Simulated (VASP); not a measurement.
Crystal: Pd.

```
CELL_PARAMETERS angstrom
0.00000 1.94650 1.94650
1.94650 0.00000 1.94650
1.94650 1.94650 0.00000
ATOMIC_POSITIONS crystal
Pd 0.00000 0.00000 0.00000
```

| Item | Value |
| --- | --- |
| Program | VASP 6.6.1 |
| Task | relaxation of cell and atoms |
| Functional | LDA |
| Potentials or basis | VASP PAW LDA potentials, release 64 (Pd) |
| Cutoff | 600 eV |
| k mesh | 10 × 10 × 10 |
| Occupations | fermi-dirac, width 0.05 eV |
| Spin | no spin polarisation |

At the start: pressure -8.3 GPa; volume 14.75 Å³/atom.

Task: How do energy, volume and symmetry change on relaxing?

Result: Over 3 steps the energy falls by 16.1 meV/atom and the volume is 14.17 Å³/atom (-3.9 %); space group Fm-3m (No. 225, to 0.05 Å).

The path:
```csv
step,energy change (eV),largest force (eV/Å),pressure (GPa),volume (Å³)
1,0.0000,0.0000,-8.32,14.75
2,0.0409,0.0000,19.99,13.17
3,-0.0161,0.0000,-0.22,14.17
```

Final structure:
```xyz
1
Lattice="0.0000 1.9207 1.9207 1.9207 0.0000 1.9207 1.9207 1.9207 0.0000" Properties=species:S:1:pos:R:3 pbc="T T T"
Pd    0.0000    0.0000    0.0000
```
